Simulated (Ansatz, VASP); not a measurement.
# SiC4: VASP beside Ansatz

```
Si C
1.0
    -2.91433    2.91433    1.78599
     2.91433   -2.91433    1.78599
     2.91433    2.91433   -1.78599
Si C
1 4
Direct
  0.00000 0.00000 0.00000
  0.60154 0.79539 0.39693
  0.79539 0.39846 0.19384
  0.20461 0.60154 0.80616
  0.39846 0.20461 0.60307
```

Change from the starting cell: species swapped into the MnAu4 type (I4/m, No. 87).

Alike in both runs: task relaxation of cell and atoms; functional PBE; k mesh 6 × 6 × 6; occupations gaussian, width 0.1 eV; no spin polarisation.

|  | VASP | Ansatz |
| --- | --- | --- |
| version | VASP 6.6.1 | Ansatz 0.2.0 |
| potentials or method | VASP PAW PBE potentials, release 64 (Si, C) | scalar-relativistic, plane waves, PAW |
| plane-wave cutoff (eV) | 600 | 420 |
| valence electrons in the cell | 20 | 20 |

VASP gave:

* gap on the k mesh at the Fermi level, each at its own relaxed structure (eV): none
* relaxed volume (Å³/atom): 10.83
* relaxed cell length with the largest relative difference (Å): 4.833
* energy change over the relaxation (meV/atom): -3275

Problem. Estimate Ansatz's values.

Solution. gap on the k mesh at the Fermi level, each at its own relaxed structure (eV): none; relaxed volume (Å³/atom): 11.22; relaxed cell length with the largest relative difference (Å): 4.906; energy change over the relaxation (meV/atom): -2670.

A gap of «none» marks a metal or a gap that the smearing closes.
